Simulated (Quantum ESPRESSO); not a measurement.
BaS:

```
Ba S
1.0
     0.00000    3.19375    3.19375
     3.19375    0.00000    3.19375
     3.19375    3.19375    0.00000
Ba S
1 1
Cartesian
  0.0000 0.0000 0.0000
  3.1938 3.1938 3.1938
```

| Quantity | Value |
| --- | --- |
| Program | Quantum ESPRESSO 7.5 |
| Task | phonons |
| Functional | LDA |
| Potentials or basis | PseudoDojo 0.4.1 SR LDA stringent |
| Cutoff | 735 eV |
| Density cutoff | 2939 eV |
| k mesh | 4 × 4 × 4, shifted |
| Occupations | fermi-dirac, width 0.05 eV |
| Spin | no spin polarisation |
| Form of the LDA correlation | PW92 |
| Mixing beta | 0.5 |
| Most SCF iterations | 120 |
| SCF threshold | 4e-10 Ry |

The cell and the atoms were relaxed first, to 31.03 Å³/atom (a = 4.444 Å, b = 4.444 Å, c = 4.444 Å, α = 60.00°, β = 60.00°, γ = 60.00°), and the response was taken there.

The first run showed a gap, so the response started from a second, tighter run with fixed occupations.

The run gives a transverse optical frequency of 154 cm⁻¹, an electronic dielectric constant of 5.11 and Born charges of ±2.61 e.

Task: What are the longitudinal frequency and the static dielectric constant?

Result: The longitudinal mode lies at 254 cm⁻¹, 100 cm⁻¹ over the transverse one, and the static constant is 13.84. The two agree with the Lyddane-Sachs-Teller relation: (254/154)² = 2.72 and 13.84/5.11 = 2.71.
